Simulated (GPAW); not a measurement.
A run of GPAW 26.7.0:

run.py

```python
from ase.filters import FrechetCellFilter
from ase.io import read, write
from ase.optimize import FIRE
from gpaw import GPAW, PW

atoms = read('V.xyz')
atoms.set_initial_magnetic_moments([2.0])

calc = GPAW(mode=PW(600),
            xc='RPBE',
            kpts={'size': (12, 12, 12), 'gamma': True},
            occupations={'name': 'fermi-dirac', 'width': 0.05},
            nbands=15,
            convergence={'density': 1e-05, 'forces': 0.0001},
            maxiter=150,
            txt='gpaw.txt')
atoms.calc = calc
opt = FIRE(FrechetCellFilter(atoms), trajectory='relax.traj', logfile='-')
done = opt.run(fmax=0.01, steps=100)
calc.write('gs.gpw')
write('result.traj', atoms)
print('Converged:', done)
print('Cell:', atoms.cell.cellpar().round(4))
print('Volume:', round(atoms.get_volume(), 4))
print(atoms.get_scaled_positions().round(5))
```

File V.xyz:

```xyz
1
Lattice="-1.5143500000 1.5143500000 1.5143500000 1.5143500000 -1.5143500000 1.5143500000 1.5143500000 1.5143500000 -1.5143500000" Properties=species:S:1:pos:R:3 pbc="T T T"
V      0.0000000000      0.0000000000      0.0000000000
```

Potentials or basis: the program's PAW data sets (release 1.2.1) made for this functional, pw.

Run with:

```bash
$ OMP_NUM_THREADS=1 python run.py
```

Hardware: 1 thread of Intel(R) Xeon(R) Platinum 8488C (Sapphire Rapids), with other jobs on the host.

Q: Estimate the wall time of this run.

A: Wall time 40 s on 1 thread of Intel(R) Xeon(R) Platinum 8488C (Sapphire Rapids), on a shared host, peak memory 0.19 GiB. Counts: scf iterations 30, plane waves 476, bands 15, k points 72, ion steps 3.
